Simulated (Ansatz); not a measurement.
**Ag: a strain scan**

Aim: for Ag, strain the cell along the Voigt pattern (0, 0, 0, 1, 0, 0).

Program: Ansatz 0.2.0. Level of theory: DFT r2SCAN, scalar-relativistic, plane waves, PAW. These are calculated values, not measurements.

1 further run of the same task is left out (set aside as unsound or not needed).

## 1. The system as given

The structure is cubic, space group Im-3m (No. 229). The conventional cell has a = 3.269 Å, b = 3.269 Å, c = 3.269 Å, α = 90.00°, β = 90.00°, γ = 90.00°. Ag (site symmetry m-3m) is surrounded by 8 Ag at 2.83 Å.

As a file:

```xyz
1
Lattice="-1.6343 1.6343 1.6343 1.6343 -1.6343 1.6343 1.6343 1.6343 -1.6343" Properties=species:S:1:pos:R:3 pbc="T T T"
Ag    0.0000    0.0000    0.0000
```

It goes back to an entry of the Materials Project, which need not be the stable form.

This cell was relaxed beforehand with the same method: volume 17.46 Å³/atom, gap on the mesh none (metal).

## 2. The reference cell

Reference values: F = -7603.9134 eV; pressure -0.17 GPa; largest force 0.000 eV/Å; gap on the mesh none (metal). It was computed beforehand with the settings of the runs below.

## 3. Next: a strain scan

The cell is strained by ε times the Voigt pattern (0, 0, 0, 1, 0, 0) (xx, yy, zz, yz, xz, xy; engineering shear), with fractional coordinates fixed (clamped ions). The stress on the pattern is the sum of the stress components weighted by it, tension positive.

## 4. At ε = -0.0200

The input, input.yaml:

```yaml
crystal:
  lattice:
    - [-1.6342676468, 1.6179249703, 1.6179249703]
    - [1.6342676468, -1.6506103233, 1.6506103233]
    - [1.6342676468, 1.6506103233, -1.6506103233]
  atoms:
    - { symbol: Ag, position: [0.0, 0.0, 0.0] }
basis:
  ecutwfc: 500
kpoints:
  mp_grid: { grid: [26, 26, 26] }
hamiltonian:
  xc: r2scan
scf:
  occupations: { method: gaussian, width: 0.15 }
output:
  forces: true
  stress: true
  eigenvalues: true
  write_density: true
  write_potential: true
  elf: true
  volumetric_format: npy
```

On the command line:

```
ansatz run input.yaml --threads 1 --pin off --max-ram 2560MiB --backend cpu --events-out ev --progress --plain --runs-dir out
```

## 5. ε = 0.0150

The input, input.yaml:

```yaml
crystal:
  lattice:
    - [-1.6342676468, 1.6465246542, 1.6465246542]
    - [1.6342676468, -1.6220106394, 1.6220106394]
    - [1.6342676468, 1.6220106394, -1.6220106394]
  atoms:
    - { symbol: Ag, position: [0.0, 0.0, 0.0] }
basis:
  ecutwfc: 500
kpoints:
  mp_grid: { grid: [26, 26, 26] }
hamiltonian:
  xc: r2scan
scf:
  occupations: { method: gaussian, width: 0.15 }
output:
  forces: true
  stress: true
  eigenvalues: true
```

## 6. Point ε = -0.0100

Edit input.yaml of step 5 so:

```diff
@@ -2,5 +2,5 @@
   lattice:
-    - [-1.6342676468, 1.6465246542, 1.6465246542]
-    - [1.6342676468, -1.6220106394, 1.6220106394]
-    - [1.6342676468, 1.6220106394, -1.6220106394]
+    - [-1.6342676468, 1.6260963086, 1.6260963086]
+    - [1.6342676468, -1.642438985, 1.642438985]
+    - [1.6342676468, 1.642438985, -1.642438985]
   atoms:
```

## 7. At ε = 0.0050

Edit input.yaml of step 6 so:

```diff
@@ -2,5 +2,5 @@
   lattice:
-    - [-1.6342676468, 1.6260963086, 1.6260963086]
-    - [1.6342676468, -1.642438985, 1.642438985]
-    - [1.6342676468, 1.642438985, -1.642438985]
+    - [-1.6342676468, 1.6383533159, 1.6383533159]
+    - [1.6342676468, -1.6301819777, 1.6301819777]
+    - [1.6342676468, 1.6301819777, -1.6301819777]
   atoms:
```

(Steps that only read results are left out.)

What does the calculation give? Wanted: slope of the stress at ε = 0, from the points at -0.0100, 0 and 0.0050.

**Answer**, as computed:

```
                                                              quantity   value
slope of the stress at ε = 0, from the points at -0.0100, 0 and 0.0050  47 GPa
```

What this shows: The slope of the stress at zero strain, 47 GPa, estimates C44 with clamped ions in this Cartesian frame. The undisturbed cell stays the lowest of the sampled points.
